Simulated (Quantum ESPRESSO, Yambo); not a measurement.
# InP (F-43m): G0W0 with Yambo, start to end, part 2 of 2

Aim: the G0W0 gap of InP (F-43m) on PBE, step by step.

Quantum ESPRESSO 7.5 and Yambo 5.3.0; PBE and many-body steps on it, plane waves. Known limits of the many-body steps: not at the basis limit; no spin-orbit coupling; coarse k mesh.

So far. Step 2 (Ground state): The gap is direct, at Γ. Step 3 (Bands along the symmetry lines): The gap is 0.709 eV, as in the run before at this level.

The database entry behind the starting cell differs from later determinations by our own check (0.1 to 0.3 % short, probably kX units), so it need not match the best structure at ambient conditions.

## 4. Empty states on the mesh, 4×4×4 mesh, 255 bands

Level of this step: DFT, PBE, plane waves, norm-conserving pseudopotentials (Quantum ESPRESSO).

The sums over transitions need many empty states on a uniform mesh; this step solves for them.

File pw.in:

```
&control
  calculation = 'nscf'
  prefix = 'x'
  outdir = 'o'
  pseudo_dir = 'pseudo'
/
&system
  ibrav = 0
  nat = 2
  ntyp = 2
  ecutwfc = 70.0
  nbnd = 255
  force_symmorphic = .true.
/
&electrons
  conv_thr = 1e-9
  electron_maxstep = 80
  diago_full_acc = .true.
  diago_thr_init = 5e-6
/
ATOMIC_SPECIES
  In 114.82 In.upf
  P 30.974 P.upf
CELL_PARAMETERS angstrom
  0.0000000000 2.9305000000 2.9305000000
  2.9305000000 -0.0000000000 2.9305000000
  2.9305000000 2.9305000000 0.0000000000
ATOMIC_POSITIONS crystal
  In 0.0000000000 0.0000000000 0.0000000000
  P 0.2500000000 0.2500000000 0.2500000000
K_POINTS automatic
  4 4 4 0 0 0
```

Command:

```console
$ OMP_NUM_THREADS=1 mpirun -n 8 pw.x -nk 4 -in pw.in > pw.out
```

The program printed:

```text
[banner, memory and clock lines left out]
Program PWSCF v.7.5 starts

     Atomic positions and unit cell read from directory:
     o/x.save/

     Message from routine setup:
     using ibrav=0 with symmetry is DISCOURAGED, use correct ibrav instead

     bravais-lattice index     =            0
     lattice parameter (alat)  =       7.8317  a.u.
     unit-cell volume          =     339.6658 (a.u.)^3
     number of atoms/cell      =            2
     number of atomic types    =            2
     number of electrons       =        26.00
     number of Kohn-Sham states=          255
     kinetic-energy cutoff     =      70.0000  Ry
     charge density cutoff     =     280.0000  Ry
     Exchange-correlation= PBE
                           (   1   4   3   4   0   0   0)

     celldm(1)=   7.831692  celldm(2)=   0.000000  celldm(3)=   0.000000
     celldm(4)=   0.000000  celldm(5)=   0.000000  celldm(6)=   0.000000

     crystal axes: (cart. coord. in units of alat)
               a(1) = (   0.000000   0.707107   0.707107 )
               a(2) = (   0.707107  -0.000000   0.707107 )
               a(3) = (   0.707107   0.707107   0.000000 )

     reciprocal axes: (cart. coord. in units 2 pi/alat)
               b(1) = ( -0.707107  0.707107  0.707107 )
               b(2) = (  0.707107 -0.707107  0.707107 )
               b(3) = (  0.707107  0.707107 -0.707107 )
     Pseudo is Norm-conserving + core correction, Zval = 21.0
     Generated using ONCVPSP code by D. R. Hamann
     Using radial grid of 1964 points,  6 beta functions with:
     Pseudo is Norm-conserving + core correction, Zval =  5.0
     Generated using ONCVPSP code by D. R. Hamann
     Using radial grid of 1298 points,  6 beta functions with:
     In               21.00   114.82000     In( 1.00)
     P                 5.00    30.97400     P ( 1.00)

     24 Sym. Ops. (no inversion) found

   Cartesian axes

     site n.     atom                  positions (alat units)
         1        In     tau(   1) = (   0.0000000   0.0000000   0.0000000  )
         2        P      tau(   2) = (   0.3535534   0.3535534   0.3535534  )

     number of k points=     8
                       cart. coord. in units 2pi/alat
        k(    1) = (   0.0000000   0.0000000   0.0000000), wk =   0.0312500
        k(    2) = (   0.1767767   0.1767767  -0.1767767), wk =   0.2500000
        k(    3) = (  -0.3535534  -0.3535534   0.3535534), wk =   0.1250000
[...]
k(    7) = (  -0.7071068   0.0000000   0.0000000), wk =   0.0937500
        k(    8) = (  -0.7071068   0.3535534   0.0000000), wk =   0.1875000

     Dense  grid:    26813 G-vectors     FFT dimensions: (  45,  45,  45)

     The potential is recalculated from file :
     o/x.save/charge-density

     Starting wfcs are   17 randomized atomic wfcs +  238 random wfcs

     Band Structure Calculation

     End of band structure calculation

          k = 0.0000 0.0000 0.0000 (  3383 PWs)   bands (ev):

  -106.7264 -65.2019 -65.2019 -65.2019  -5.8899  -5.8899  -5.8899  -5.7394
    -5.7394  -3.2026   8.3156   8.3156   8.3156   9.0241  12.4039  12.4039
    12.4039  16.9082  17.7289  17.7289  19.5436  19.5436  19.5436  22.2391
[...]
[... 20 further rows ...]
[...]
157.7468 157.7468 158.2007 158.2007 158.2007 158.4405 158.4405

          k = 0.1768 0.1768-0.1768 (  3371 PWs)   bands (ev):

[...]
[... 20 further rows ...]
[...]
161.4526 161.4751 161.4751 162.2794 162.2794 162.6839 162.8921

          k =-0.3536-0.3536 0.3536 (  3354 PWs)   bands (ev):

[...]
64.6051  66.9422  66.9422  66.9964  67.2396  67.2396  68.3636  69.0371
     [... 20 further rows ...]
   157.4552 157.4552 157.5696 157.5696 157.7424 159.2325 159.7311 159.7311
   160.1258 160.5575 160.5575 160.7460 161.1889 161.1889 161.4097

          k = 0.3536 0.0000 0.0000 (  3359 PWs)   bands (ev):

     [... further k-points ...]

     highest occupied, lowest unoccupied level (ev):     8.3156    9.0241

     XML data file, pseudopotentials, collected wavefunctions
```

Elapsed: 19 s, on 8 MPI ranks of Intel Xeon Platinum 8375C at 2.90GHz (Ice Lake), shared host; peak memory 0.78 GiB; 2.5 min of CPU time.

Numbers from this step:

```yaml
gap: 0.7085 eV
k_of_the_valence_top: 0, 0, 0
k_of_the_conduction_bottom: 0, 0, 0
least_direct_gap: 0.7085 eV
k_points_computed: 8
lowest_point_of_the_top_converged_band_above_the_valence_top: 150.1249 eV
```

On this mesh the gap is 0.709 eV.

## 5. Conversion and set-up

This step: Yambo 5.3.0; conversion and set-up on PBE, plane waves, norm-conserving pseudopotentials.

The states are converted to the many-body program's format and the q mesh is built.

Command:

```console
$ (cd o/x.save; p2y > p2y.log; mv SAVE ../..); yambo > setup.log
```

The program printed:

```text
 Yambo, version 5.3.0

 [02] CORE Variables Setup
 =========================

  [02.01] Unit cells
  ==================

  Cell kind             :  FCC
  Atoms in the cell     :  In  P
  number of In atoms    :  1
  number of P  atoms    :  1

  List of atomic masses
  Mass of In    :  114.8200
  Mass of P     :  30.97400

  List of atomic coordinates    : [cc]
  In1       :  0.000000  0.000000  0.000000  order 1
  P1       :  2.768921  2.768921  2.768921  order 2

  Alat factors          :  5.537842  5.537842  5.537842 [a.u.]
  Direct lattice volume :  339.6658 [a.u.]
  Direct lattice vectors:  A[ 1 ]  A[ 2 ]  A[ 3 ]
   A[ 1 ]:  0.000000  1.000000  1.000000  [iru]
   0.000000  5.537842  5.537842  [cc]
   A[ 2 ]:  1.000000 -0.000000  1.000000  [iru]
   5.537842 -0.000000  5.537842  [cc]
   A[ 3 ]:  1.000000  1.000000  0.000000  [iru]
   5.537842  5.537842  0.000000  [cc]

  Recip. lattice volume :  0.730277 [a.u.]
  Recip. lattice vectors:  B[ 1 ]  B[ 2 ]  B[ 3 ]
   B[ 1 ]: -0.500000  0.500000  0.500000  [iku]
  -0.567295  0.567295  0.567295  [cc]
   B[ 2 ]:  0.500000 -0.500000  0.500000  [iku]
   0.567295 -0.567295  0.567295  [cc]
   B[ 3 ]:  0.500000  0.500000 -0.500000  [iku]
   0.567295  0.567295 -0.567295  [cc]

  [02.02] Symmetries
  ==================

  Inversion symmetry    : yes
  Spatial inversion     : no
  Inversion index       :  25
  K-space Time-reversal : yes
  Magnetic symmetries   : no
  Time-reversal derived K-space symmetries:   25   48
  Group table correct   : yes
  Symmetries units      :  [cc]

   [S  1]:   1.0000      0.21494E-16  0.21494E-16  0.21494E-16   1.0000     -0.21494E-16 -0.21494E-16 -0.21494E-16   1.0000
   [S  2]:  -1.0000     -0.21494E-16  0.21494E-16 -0.21494E-16  -1.0000     -0.21494E-16  0.21494E-16  0.21494E-16   1.0000
   [S  3]:  -1.0000      0.21494E-16 -0.21494E-16 -0.21494E-16   1.0000      0.21494E-16  0.21494E-16 -0.21494E-16  -1.0000
[...]
[S  9]:  0.21494E-16   1.0000      0.21494E-16 -0.21494E-16  0.21494E-16   1.0000       1.0000     -0.21494E-16 -0.21494E-16
   [S 10]:  0.21494E-16  -1.0000     -0.21494E-16 -0.21494E-16 -0.21494E-16  -1.0000       1.0000      0.21494E-16  0.21494E-16
     [... 36 further rows ...]
   [S*47]:   1.0000      0.21494E-16 -0.21494E-16  0.21494E-16 -0.21494E-16  -1.0000     -0.21494E-16   1.0000      0.21494E-16
   [S*48]:   1.0000     -0.21494E-16  0.21494E-16  0.21494E-16  0.21494E-16   1.0000     -0.21494E-16  -1.0000     -0.21494E-16

  [02.03] Reciprocal space
  ========================

  nG shells         :  293
  nG charge         :  26813
  nG WFs            :   4185
  nC WFs            :   3383
  G-vecs. in first 29 shells:  [ Number ]
     1    9   15   27   51   59   65   89  113
    137   169   181   229   259   283   307   331   339
    387   411   459   531   537   561   609   645   701
    725   749
  ...
  Shell energy in first 29 shells:  [ mHa ]
[...]
K/Q-points units:
  rlu = crystal or reduced units; cc = cartesian coordinates; iku = interal k-units

  K [1]          [rlu]:  0.000000  0.000000  0.000000
         WF components:   3383
  K [2]          [rlu]:  0.52668E-17  0.52668E-17  0.25000
         WF components:   3371
  K [3]          [rlu]: -0.10534E-16 -0.10534E-16 -0.50000
         WF components:   3354
  K [4]          [rlu]: -0.87374E-19  0.25000      0.25000
         WF components:   3359
  K [5]          [rlu]:  0.86628E-17  0.25000     -0.50000
         WF components:   3351
  [... 2 further k-points ...]
  K [8]          [rlu]:  0.250000 -0.500000 -0.250000
         WF components:   3380

  [02.05] Energies & Occupations
  ==============================

  [X] === General ===
  [X] Electronic Temperature                        :  0.000000  0.000000 [eV K]
  [X] Bosonic    Temperature                        :  0.000000  0.000000 [eV K]
  [X] Finite Temperature mode                       : no
  [X] El. density                                   :  0.51656E+24 [cm-3]
  [X] Fermi Level                                   :  8.315601 [eV]

  [X] === Gaps and Widths ===
  [X] Conduction Band Min                           :  0.708540 [eV]
  [X] Valence Band Max                              :  0.000000 [eV]
  [X] Filled Bands                                  :  13
  [X] Empty Bands                                   :   14  255
  [X] Direct Gap                                    :  0.708540 [eV]
  [X] Direct Gap localized at k                     :  1
  [X] Indirect Gap                                  :  0.708540 [eV]
  [X] Indirect Gap between kpts                     :  1  1
  [X] Last valence band width                       :  2.910585 [eV]
  [X] 1st conduction band width                     :  3.584445 [eV]

  E @ K [1]:  [eV]
  -115.0420  -73.5175  -73.5175  -73.5175  -14.2055  -14.2055  -14.2055  -14.0550
   -14.055      -11.518     -0.56565E-09 -0.10999E-09   0.0000      0.70854       4.0883       4.0883
    4.08826   8.59264   9.41332   9.41332  11.22798  11.22798  11.22798  13.92350
[...]
occ @ K [1]
[...]
E @ K [2]:  [eV]
[...]
occ @ K [2]
[...]
E @ K [3]:  [eV]
[...]
occ @ K [3]
[...]
E @ K [4]:  [eV]
[...]
occ @ K [4]
[...]
E @ K [5]:  [eV]
[...]
occ @ K [5]
[...]
[... 2 further k-points ...]
  E @ K [8]:  [eV]
[...]
occ @ K [8]
[...]
0.000000  0.000000  0.000000  0.000000  0.000000  0.000000  0.000000  0.000000
   0.000000  0.000000  0.000000  0.000000  0.000000  0.000000  0.000000  0.000000

 [03] Transferred momenta grid and indexing
 ==========================================

 IBZ Q-points                                      :   8
 BZ  Q-points                                      :   64

 K/Q-points units:
 rlu = crystal or reduced units; cc = cartesian coordinates; iku = interal k-units

 Q [1]          [rlu]:  0.000000  0.000000  0.000000
 Q [2]          [rlu]:  0.54193E-16  0.26437E-16  0.25000
 Q [3]          [rlu]: -0.10839E-15 -0.52875E-16 -0.50000
[...]
Q [7]          [rlu]:  0.17475E-18 -0.50000     -0.50000
 Q [8]          [rlu]:  0.250000 -0.500000 -0.250000

  [03.01] X indexes
  =================

   [03.01.01] Sigma indexes
   ========================

 [06] Game Over & Game summary
```

Run time: 3.6 s. Hardware: 1 MPI rank; peak memory 0.24 GiB.

## 6. Screening and self-energy, 4×4×4 mesh, 255 bands, screening to 231.3 eV

Now the one-shot GW correction: screening in the RPA, then the self-energy of the levels asked for.

This step: G0W0 on PBE, plane waves, norm-conserving pseudopotentials.

File gw1.in:

```
HF_and_locXC
gw0
dyson
ppa
em1d
rim_cut
RandQpts= 1000000
RandGvec= 1 RL
EXXRLvcs= 70 Ry
VXCRLvcs= 280 Ry
Chimod= "HARTREE"
% BndsRnXp
 1 | 255 |
%
NGsBlkXp= 17 Ry
% LongDrXp
 1 | 1 | 1 |
%
% GbndRnge
 1 | 255 |
%
DysSolver= "n"
ExtendOut
PPAPntXp= 27.21138 eV
% QPkrange
 1 | 1 | 12 | 15 |
%
```

Command:

```console
$ OMP_NUM_THREADS=1 mpirun -n 8 yambo -F gw1.in -J gw1 -C gw1 > gw1.log
```

The program printed:

```text
 Yambo, version 5.3.0

 [02] CORE Variables Setup
 =========================

  [... cell, symmetries and grids as in the set-up ...]

  [02.05] Energies & Occupations
  ==============================

  [X] === General ===
  [X] Electronic Temperature                        :  0.000000  0.000000 [eV K]
  [X] Bosonic    Temperature                        :  0.000000  0.000000 [eV K]
  [X] Finite Temperature mode                       : no
  [X] El. density                                   :  0.51656E+24 [cm-3]
  [X] Fermi Level                                   :  8.315601 [eV]

  [X] === Gaps and Widths ===
  [X] Conduction Band Min                           :  0.708540 [eV]
  [X] Valence Band Max                              :  0.000000 [eV]
  [X] Filled Bands                                  :  13
  [X] Empty Bands                                   :   14  255
  [X] Direct Gap                                    :  0.708540 [eV]
  [X] Direct Gap localized at k                     :  1
  [X] Indirect Gap                                  :  0.708540 [eV]
  [X] Indirect Gap between kpts                     :  1  1
  [X] Last valence band width                       :  2.910585 [eV]
  [X] 1st conduction band width                     :  3.584445 [eV]

 [03] Transferred momenta grid and indexing
 ==========================================

 IBZ Q-points                                      :   8
 BZ  Q-points                                      :   64

 K/Q-points units:
 rlu = crystal or reduced units; cc = cartesian coordinates; iku = interal k-units

 Q [1]          [rlu]:  0.000000  0.000000  0.000000
 Q [2]          [rlu]:  0.54193E-16  0.26437E-16  0.25000
 Q [3]          [rlu]: -0.10839E-15 -0.52875E-16 -0.50000
 Q [4]          [rlu]: -0.87374E-19  0.25000      0.25000
 Q [5]          [rlu]:  0.23853E-16  0.25000      0.50000
 Q [6]          [rlu]:  0.44978E-16  0.25000     -0.25000
 Q [7]          [rlu]:  0.17475E-18 -0.50000     -0.50000
 Q [8]          [rlu]:  0.250000 -0.500000 -0.250000

 [04] Coloumb potential Random Integration (RIM)
 ===============================================

  [04.01] RIM initialization
  ==========================

  * Diagonal components only detected *

  8 x (sBL volume)        :  0.091285 [a.u.]
  sBZ random points       :  1000000
  Points outside the sBZ  :   7999624
  RL volume               :  0.730277 [a.u.]
  Integrated volume       :  0.730312 [a.u.]

  [04.02] RIM integrals
  =====================

  Gamma point sphere radius             :  0.081674 [a.u.]
  Points outside the sphere             :   799635
  [Int_sBZ(q=0) 1/q^2]*(Vol_sBZ)^(-1/3) =:  7.763403
                                 should be <:  7.795600

  Summary of Coulomb integrals for non-metallic bands |Q|[au] RIM/Bare

  Q [1] 0.100000E-4 0.995870 * Q [2] 0.245646 1.064378
  Q [4] 0.283648 1.062979 * Q [6] 0.401138 1.025806
  Q [5] 0.470377 1.018843 * Q [3] 0.491292 1.016674
  Q [7] 0.567295 1.013309 * Q [8] 0.634256 1.010147

 [05] Dipoles
 ============

  [05.01] Setup: observables and procedures
  =========================================

 [06] Dynamic Dielectric Matrix (PPA)
 ====================================

 [SLK-Inversion]  Pools        :  2
 [SLK-Inversion]  BLACS grid   :  2  2

 [WR./gw1//ndb.pp]---------------------------------------------------------------
  Brillouin Zone Q/K grids (IBZ/BZ)                :    8   64    8   64
  RL vectors                                       :   4279 [WF]
  Coulomb cutoff potential                         : none
  Electronic Temperature                           :  0.000000 [K]
  Bosonic    Temperature                           :  0.000000 [K]
  PPA    diel. fun.  energies                      : Perdew, Burke & Ernzerhof(X)+Perdew, Burke & Ernzerhof(C)
  wavefunctions                                    : Perdew, Burke & Ernzerhof(X)+Perdew, Burke & Ernzerhof(C)
  Global Gauge                                     : length
  X matrix size                                    :   459
  X band range                                     :    1  255
  X e/h energy range                               : -1.000000 -1.000000 [eV]
  X Time ordering                                  : R
  X Hxc Kernel                                     : HARTREE
  X Drude frequency                                :  0.000000  0.000000
  X poles                                          :  100.0000 [o/o]
  RL vectors in the sum                            :   4279
  [r,Vnl] included                                 : yes
  Field direction                                  :  0.577350E-5  0.577350E-5  0.577350E-5
  BZ energy Double Grid                            : no
  BZ energy DbGd points                            : 0
  BZ Q point size factor                           : -1.000000
  X Optical Averaged directions                    : none

 [07] Local Exchange-Correlation + Non-Local Fock
 ================================================

 [VXC] Plane waves :  26813
 [EXS] Plane waves :   3479

 QP @ state[ 1 ] K range:  1  1
 QP @ state[ 1 ] b range:  12  15

 [xc] Functional : Perdew, Burke & Ernzerhof(X)+Perdew, Burke & Ernzerhof(C)
 [xc] LIBXC used to calculate xc functional
  PP Number of Atomic Species                      :  2
  NLCC RL compoments                               :  26813
  PP Number of Atomic Species                      :  2
  NLCC RL compoments                               :  26813

 [xc] E_xc :  -18.18806 [Ha]
      E_xc :  -36.37611 [Ry]

  Local XC kind (lXC) : Perdew, Burke & Ernzerhof(X)+Perdew, Burke & Ernzerhof(C)
  Non-Local XC kind (nlXC) : Hartree-Fock

  Corrections @ K [1] :  [eV]
 <12|nlXC|12> = -14.71612 -0.92402E-17 <12|lXC|12> = -12.92318  0.000000
 <13|nlXC|13> = -14.71613 -0.44679E-17 <13|lXC|13> = -12.92318  0.000000
 <14|nlXC|14> = -7.792501  0.26874E-17 <14|lXC|14> = -11.72643  0.000000
 <15|nlXC|15> = -6.366642  0.24644E-17 <15|lXC|15> = -10.79005  0.000000

 [08] Dyson equation: Newton solver
 ==================================

  [08.01] G0W0 (W PPA)
  ====================

  [  GW  ] Bands range     :    1  255
  [GW/PPA] G damping       :  0.100000 [eV]

  QP @ state[ 1 ] K range:  1  1
  QP @ state[ 1 ] b range:  12  15

   Sc/G bands                                       :    1  255
   Sc/G damping                                     :  0.100000 ev
   Sc bands terminator                              : no
   Sx RL components                                 :   3479

   QP @ state[ 1 ] K range                          :  1  1
   QP @ state[ 1 ] b range                          :  12  15
   GF energies kind                                 : Perdew, Burke & Ernzerhof(X)+Perdew, Burke & Ernzerhof(C)
   GF WF`s kind                                     : Perdew, Burke & Ernzerhof(X)+Perdew, Burke & Ernzerhof(C)
   Xs energies kind                                 : Perdew, Burke & Ernzerhof(X)+Perdew, Burke & Ernzerhof(C)
   Xs WF`s kind                                     : Perdew, Burke & Ernzerhof(X)+Perdew, Burke & Ernzerhof(C)

 [11] Game Over & Game summary
```

The job ended after 8.2 min (8 MPI ranks; peak memory 4 GiB).

This step gave:

| Item | Value |
| --- | --- |
| G0W0 gap on the points computed | 1.408 eV |
| starting gap on the mesh | 0.7085 eV |
| k of the valence top | 0, 0, 0 |
| k of the conduction bottom | 0, 0, 0 |
| least direct G0W0 gap on the computed points | 1.408 eV |
| Z at the valence top | 0.7804 |
| Z at the conduction bottom | 0.7939 |

The gap on the mesh goes from 0.71 eV to 1.41 eV, a correction of +0.70 eV.

Limits: finite bands, cutoff and mesh; no spin-orbit coupling; coarse k mesh. v1 is the top filled band, c1 the lowest empty one. The levels before and after the correction (eV, zero at the valence-band top of each column):

|  | conduction bottom | valence top |
| --- | --- | --- |
| Kohn-Sham | 0.71 | 0.00 |
| G0W0 | 1.41 | 0.00 |

|  | level | energy (eV) |
| --- | --- | --- |
| Kohn-Sham | Γ v2-v1 | 0.000 |
| Kohn-Sham | Γ c1 | 0.709 |
| Kohn-Sham | Γ c2 | 4.088 |
| G0W0 | Γ v2-v1 | 0.000 |
| G0W0 | Γ c1 | 1.408 |
| G0W0 | Γ c2 | 4.907 |

## 7. Where the time went

Times are wall times on the hardware named with each run, good to a factor of about two.

| step | time | share | memory (GiB) |
| --- | --- | --- | --- |
| ground state | 6.7 s | 1 % | 0.54 |
| bands along the symmetry lines | 6.1 s | 1 % | 0.49 |
| empty states on the mesh | 19 s | 4 % | 0.78 |
| conversion and set-up | 3.6 s | 1 % | 0.24 |
| screening and self-energy | 8.2 min | 93 % | 4.0 |

## 8. Outcome

| Property | Result |
| --- | --- |
| PBE gap | 0.71 eV, direct |
| G0W0 gap on the mesh | 1.41 eV |
| GW settings | 4×4×4 mesh, 255 bands, screening to 231.3 eV, Godby-Needs plasmon pole |
| known limits | not at the basis limit; no spin-orbit coupling; coarse k mesh |

In words: G0W0 moves the gap on the mesh from 0.71 eV to 1.41 eV (+0.70 eV), with Z of 0.78 and 0.79 at the edges. Only 1 of the mesh's irreducible points was corrected, so a valley elsewhere could overtake. The dearest step here is «screening and self-energy». Bands and cutoff are finite, so the gap is not at the basis limit. The miss can reach some tenths of an eV and take either sign; the mesh is an error of its own. In the G0W0 run levels were corrected at 1 k point alone, so a gap called «on the mesh» is the least over those, and an edge elsewhere would be missed. The 4×4×4 mesh is coarse for this cell, which bears on the long-range parts of exchange and screening. The many-body steps are scalar-relativistic: spin-orbit coupling is not in them.

[Paths, hosts, dates, memory and timing lines, banners, echoed tables and standing remarks are left out of the program output.]

[Logs are printed without paths, hosts, clocks, repeated set-up lines and the standing remarks that a program may print on its own settings, such as how far it seeks lower states.]

[Runs of the session that timed out or met a known fault of the program may be left out.]

[Hosts, paths, dates, database ids (printed as entryN), source tags and the programs' standing remarks are cut or masked in the printed files.]
